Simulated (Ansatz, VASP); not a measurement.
**One calculation of Ge, two programs**

```
Ge
1.0
     5.13710    0.00000    0.00000
    -2.56855    4.44886    0.00000
     0.00000    0.00000    2.94764
Ge
3
Direct
  0.00000 0.00000 0.00000
  0.33333 0.66667 0.50000
  0.66667 0.33333 0.50000
```

Alike in both runs: task single point; functional BLYP; k mesh 8 × 8 × 12; occupations fermi-dirac, width 0.1 eV; no spin polarisation.

|  | VASP | Ansatz |
| --- | --- | --- |
| version | VASP 6.6.1 | Ansatz 0.2.0 |
| potentials or method | VASP PAW PBE potentials, release 64 (Ge_d) | plane waves (420 eV) with PAW, scalar-relativistic |
| plane-wave cutoff (eV) | 520 | 420 |
| valence electrons in the cell | 42 | 42 |

|  | VASP | Ansatz | Ansatz less VASP |
| --- | --- | --- | --- |
| pressure (GPa) | -2.1 | -1.8 | +0.30 |
| largest component of the traceless stress (GPa) | 0.11 | 0.09 | -0.014 |

The functional is the same, so the differences come from potentials, cutoffs and numerics.

Caveats: the PAW data sets were made with another functional, which shifts forces and pressure a little (VASP).
